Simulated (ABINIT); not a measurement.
PbS:

```
CELL_PARAMETERS angstrom
2.07995 -5.99130 0.00000
2.07995 5.99130 0.00000
0.00000 0.00000 4.27932
ATOMIC_POSITIONS crystal
Pb 0.13056 0.86944 0.25000
Pb 0.86944 0.13056 0.75000
S 0.35480 0.64520 0.25000
S 0.64520 0.35480 0.75000
```

Measurements of this composition are mostly on another form, of space group No. 225.

Base run:

```yaml
Program: ABINIT 10.8.3 (patched build)
Functional: PBE
Potentials_or_basis: JTH PAW PBE v2.0
Cutoff: 544 eV
k_mesh: 6 × 6 × 5
Occupations: fermi-dirac, width 0.05 eV
Spin: no spin polarisation
```

Its results: band gap on the k mesh 1.15 eV, indirect (least direct gap 1.22 eV); largest force 0.116 eV/Å.

Task: The run is repeated on the same cell with these changes: k mesh from 6 × 6 × 5 to 3 × 3 × 2. What comes out?

Result: Band gap on the k mesh 1.72 eV, indirect (least direct gap 1.91 eV); largest force 0.060 eV/Å.

Caveats: some runs use coarse meshes; spin-orbit coupling is left out, which as a rule narrows the gap of such compounds by several tenths of an eV; an odd mesh through Γ misses points on the zone boundary, where band edges often lie.
